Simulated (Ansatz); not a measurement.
An input for Ansatz 0.2.0 (Rb):

File input.yaml:

```yaml
crystal:
  lattice: { a: 4.9915725139, b: 4.9915725139, c: 4.9915725139, alpha: 107.4160890097, beta: 107.4160890097, gamma: 113.6646353375 }
  atoms:
    - { symbol: Rb, position: [0.0, 0.0, 0.0] }
kpoints:
  mp_grid: { grid: [1, 1, 1] }
scf:
  occupations: { method: tetrahedron }
  max_iter: 50
hamiltonian:
  xc: pbe0
  pseudopotentials: { kind: all_electron, datasets: crystal }
output:
  forces: true
  stress: true
  eigenvalues: true
  efg: {}
```

Potentials or basis: all-electron PAW datasets made for the crystal.

The run is started by

```sh
$ ansatz run input.yaml --threads 1 --pin off --max-ram 2560MiB --backend cpu --events-out ev --progress --plain --runs-dir out
```

Q: What does the program do with it?

A: The run stopped without a result. It printed:

Output:

```text
Error: hamiltonian.pseudopotentials.datasets: crystal, beside a feature not held to (scf.occupations.method: tetrahedron|tetrahedron_uncorrected; scf.occupations.method: tetrahedron; output.eigenvalues: true / output.band_residual_tolerance) — the datasets of this kind: all_electron run are made for its crystal, and no such run has been held to what stands beside, or a reason given rules it out; change each as told or leave it out, or set another kind (and leave the keys of all_electron out)
```
